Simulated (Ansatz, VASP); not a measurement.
**Rh: VASP beside Ansatz**

```
Rh
1.0
     0.00000    1.89204    1.90155
     1.90155    0.00000    1.90155
     1.90155    1.89204    0.00000
Rh
1
Direct
  0.00000 0.00000 0.00000
```

Change from the starting cell: strain -0.0050 x Voigt [0, 1, 0, 0, 0, 0], atoms carried along.

Alike in both runs: task single point; functional PBE; k mesh 22 × 22 × 22; occupations gaussian, width 0.15 eV; no spin polarisation.

|  | VASP | Ansatz |
| --- | --- | --- |
| version | VASP 6.6.1 | Ansatz 0.2.0 |
| potentials or method | VASP PAW PBE potentials, release 64 (Rh_pv) | scalar-relativistic, plane waves, PAW |
| plane-wave cutoff (eV) | 520 | 420 |
| valence electrons in the cell | 15 | 17 |

```csv
,VASP,Ansatz,Ansatz less VASP
gap on the k mesh at the Fermi level (eV),none,none,-
pressure (GPa),7.3,7.3,0.00
largest component of the traceless stress (GPa),0.83,0.83,+0.002
```

A gap of «none» marks a metal or a gap that the smearing closes. The two sets of potentials don't hold the same shells in valence.
